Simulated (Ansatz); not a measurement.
**A short bond in Ir (diamond type)**

```yaml
crystal:
  lattice:
    - [0.00000, 2.62722, 2.62722]
    - [2.62722, 0.00000, 2.62722]
    - [2.62722, 2.62722, 0.00000]
  atoms:
    - { symbol: Ir, position: [0.87500, 0.87500, 0.87500] }
    - { symbol: Ir, position: [0.12500, 0.12500, 0.12500] }
```

The cell is a prototype at a set volume, not relaxed; it needn't be the stable phase.

Its shortest bond, of 2.275 Å between atom 1 (Ir) and the nearest image of atom 2 (Ir), is scaled by moving both atoms along it, with the cell held. The force apart is half the difference of the two atoms' forces along the bond; it holds the pull and push of their other neighbours too.

Level of theory: DFT with PBE, scalar-relativistic, in Ansatz 0.2.0; a Γ-centred 10×10×10 k mesh, Fermi–Dirac smearing of 0.05 eV, no spin polarisation. LAPW: all electrons, basis error target 1 meV/atom; PAW: frozen-core files, cutoff 420 eV.

Energies are extrapolated to zero smearing and count from the unscaled cell; pressure is positive in compression; gaps take the mesh and a band path. No temperature or zero-point motion is included.

Spin–orbit coupling is left out, which matters for the heavy atoms.

```tsv
bond (Å)	force apart (eV/Å)	P LAPW (GPa)	ΔE LAPW (eV/atom)	P PAW − LAPW (GPa)	ΔE PAW − LAPW (meV/atom)	force PAW − LAPW (eV/Å)
2.275	0.00	?	0.000	-0.03	0.0	0.000
2.139	4.72	52.9	0.150	-0.02	0.1	0.006
1.866	26.94	93.8	2.053	0.54	8.6	0.205
```

Q: Give the missing entry: row "2.275", column "P LAPW (GPa)".

A: 49.4.

Q: How do the Löwdin populations by LAPW change from the unscaled cell to the last row, on the two atoms of the bond?

A: Ir1 6s 1.11 → 1.16, Ir2 6s 1.11 → 1.16 electrons an atom. These are projections on the shells that the free atoms fill; 0.34 e a cell lies outside them at the start and 0.33 e at the end.
